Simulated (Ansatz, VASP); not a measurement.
TiAl and the effect of the dispersion correction

The cell as given:

Symmetry: P4/mmm, No. 123, tetragonal system. The conventional cell has a = 2.837 Å, b = 2.837 Å, c = 4.059 Å, α = 90.00°, β = 90.00°, γ = 90.00°. Ti (site symmetry 4/mmm) is surrounded by 4 Ti at 2.84 Å and 8 Al at 2.85 Å. Al (site symmetry 4/mmm) has 4 Al at 2.84 Å and 8 Ti at 2.85 Å as nearest neighbours.

Kept alike: task relaxation of cell and atoms; functional RPBE; k mesh 9 × 9 × 7; occupations fermi-dirac, width 0.05 eV; no spin polarisation. Program: Ansatz, Ansatz PAW, cutoff 420 eV. The mesh is that of the run's cell of 2 atoms. No spin-orbit coupling.

```csv
dispersion correction,volume (Å³/atom),first edge of the run's cell (Å),third edge of the run's cell (Å)
D4,15.902,2.806,4.039
none,16.639,2.845,4.112
```

The relaxations keep at least the cell's symmetry (P4/mmm). For a metal such a mesh leaves the last digits unconverged. Relaxations stop with a little pressure left, so the last digits of a volume or edge aren't settled. Runs of this series that gave no sound value for these columns are left out. All rows use potentials made for PBE.

Q: What does the dispersion correction change here?

A: The volume runs from 15.902 (D4) to 16.639 Å³/atom (none). Against no correction: D4 -4.4 %. Dispersion terms mostly attract and so lower the volume; the schemes' coefficients and damping set how far. A twin series (VASP, PBE PAW files Al, Ti_sv, 600 eV) moves it by +0.7366 between D4 and none, against +0.7372 Å³/atom here. The first edge of the run's cell runs from 2.806 (D4) to 2.845 Å (none). A twin series (VASP, PBE PAW files Al, Ti_sv, 600 eV) moves it by +0.0382 between D4 and none, against +0.0387 Å here. The third edge of the run's cell runs from 4.039 (D4) to 4.112 Å (none). A twin series (VASP, PBE PAW files Al, Ti_sv, 600 eV) moves it by +0.0743 between D4 and none, against +0.0732 Å here.
